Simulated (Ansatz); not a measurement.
# How stiff is this cell of BaTiO3?

Cell: a structure deposited in the COD whose atoms were relaxed with PBE, the cell held.

```
CELL_PARAMETERS angstrom
3.98410 0.00000 0.00000
0.00000 2.83705 2.84580
0.00000 -2.83705 2.84580
ATOMIC_POSITIONS crystal
Ba 0.00000 0.00671 0.00671
Ti 0.50000 0.52029 0.52029
O 0.00000 0.49180 0.49180
O 0.50000 0.49323 0.98419
O 0.50000 0.98419 0.49323
```

Atom numbers follow the list; atoms alike are taken as one site, whose name carries the number of the first.

The numbers come from a DFT calculation in Ansatz (PBE, plane waves and PAW, scalar-relativistic, 420 eV cutoff, Γ-centred 8×8×8 k-points, Fermi–Dirac smearing 0.02 eV).

The cell is stretched along z (the third Cartesian axis of the run's cell), x and y held, and the ions relax again each time. Tension counts as positive.

| strain along z (%) | stress along z (GPa) | stress along x (GPa) | gap on the k-mesh (eV) |
| --- | --- | --- | --- |
| -3 | -12.4 | -6.4 | 1.99 |
| -2 | -9.4 | -5.3 | 2.07 |
| -1 | -6.8 | -4.2 | 2.13 |
| 0 | -4.5 | -3.2 | 2.18 |
| +1 | -2.4 | -2.3 | 2.23 |
| +2 | ? | ? | ? |
| +3 | 1.1 | -0.5 | 2.33 |

**Question.** Estimate the row at +2 % from the others.

**Answer.** stress along z (GPa): -0.5; stress along x (GPa): -1.3; gap on the k-mesh (eV): 2.28. Worked: parabolas through the other 6 rows give -0.5 and -1.4 GPa at +2 %. Their slopes at zero strain are 223 GPa (the stiffness along z) and 98 GPa (the coupling of z to x). They hold at this cell, where the calculated pressure is 4.0 GPa. The gap opens by 53 meV per per cent of stretch between the rows next to zero strain; the parabola gives 2.28 eV for the withheld row.

PBE gaps are too small, by a third to a half in many semiconductors; their changes with strain are better.

All values belong to this cell and structure model.
